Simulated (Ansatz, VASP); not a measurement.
**Two plane-wave programs on BN (Qingsongite)**

The input INCAR:

```
PREC = Accurate ; ENCUT = 520
EDIFF = 1E-7 ; ISMEAR = 1
SIGMA = 0.05 ; LREAL = F
LASPH = T ; NELM = 60
ALGO = Normal ; ISIF = 2
LWAVE = F ; LCHARG = F
GGA = PE ; IVDW = 13
NBANDS = 11
```

The input KPOINTS:

```
regular mesh
0
Gamma
  6 6 6
```

The input POSCAR:

```
BN
1.0
    0.0000000000      1.8075000000      1.8075000000
    1.8075000000      0.0000000000      1.8075000000
    1.8075000000      1.8075000000      0.0000000000
B N
1 1
Direct
    0.0174100000      0.9862100000      0.9912500000
    0.2611831259      0.2567668741      0.2387268741
```

Input for Ansatz:

```yaml
crystal:
  lattice:
    - [0.0, 1.8075, 1.8075]
    - [1.8075, 0.0, 1.8075]
    - [1.8075, 1.8075, 0.0]
  atoms:
    - { symbol: B, position: [0.01741, 0.98621, 0.99125] }
    - { symbol: "N", position: [0.26118312586445364, 0.25676687413554633, 0.23872687413554633] }
basis:
  ecutwfc: 540.0
  xc_grid: 2
kpoints:
  mp_grid:
    grid: [6, 6, 6]
hamiltonian:
  xc: pbe
  dispersion: d4
scf:
  convergence:
    dr2_threshold: 1.0e-09
  occupations:
    method: methfessel_paxton
    width: 0.05
output:
  forces: true
  stress: true
```

Alike in both runs: task single point; functional PBE; dispersion D4; k mesh 6 × 6 × 6; occupations methfessel-paxton of order 1, width 0.05 eV; no spin polarisation.

```csv
,VASP,Ansatz
version,VASP 6.6.1,Ansatz 0.2.0
potentials or method,"VASP PAW PBE potentials, release 64 (B, N)","plane waves, PAW"
plane-wave cutoff (eV),520,540
valence electrons in the cell,8,8
```

```tsv
	VASP	Ansatz	Ansatz less VASP
pressure (GPa)	-1.7	-1.9	-0.22
largest component of the traceless stress (GPa)	1.09	1.02	-0.069
rms of the force components (eV/Å)	0.675	0.672	-0.0025
dispersion energy (meV/atom)	-238.3	-238.3	-0.05
```

Atom by atom the forces differ by 0.003 eV/Å (rms over components). Ansatz warned: «stress_scf_threshold_loose».

Caveats: the k mesh is coarse (spacing up to 0.50 Å⁻¹), so the values aren't converged; forces of over 1 eV/Å show positions far from the minimum, so gaps and moduli don't describe the material at rest. PBE gaps usually lie below the measured ones, often by a third to a half. A k mesh can miss the band edges.
